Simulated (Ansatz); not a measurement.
Crystal: ZrS.

```
CELL_PARAMETERS angstrom
0.00000 2.62500 2.62500
2.62500 0.00000 2.62500
2.62500 2.62500 0.00000
ATOMIC_POSITIONS crystal
Zr 0.00000 0.00000 0.00000
S 0.50000 0.50000 0.50000
```

Base run:

```yaml
Program: Ansatz 0.2.0
Functional: LDA
Potentials_or_basis: Ansatz PAW
Cutoff: 420 eV
Density_cutoff: 1680 eV
k_mesh: 9 × 9 × 9
Occupations: fermi-dirac, width 0.05 eV
Spin: no spin polarisation
```

Its results: band gap on the k mesh none (metal or under the smearing width); pressure -9.1 GPa.

Question: The run is repeated on the same cell with these changes: functional from LDA to r2SCAN; cutoff from 420 eV to 500 eV; density cutoff from 1680 eV to 2000 eV. What comes out?

Answer: Band gap on the k mesh none (metal or under the smearing width); pressure -2.0 GPa.

Caveats: the PAW data sets come from PBE, with cores solved anew for the run's functional, which leaves a small shift of forces and pressure.

Not every run made on this cell is shown here.
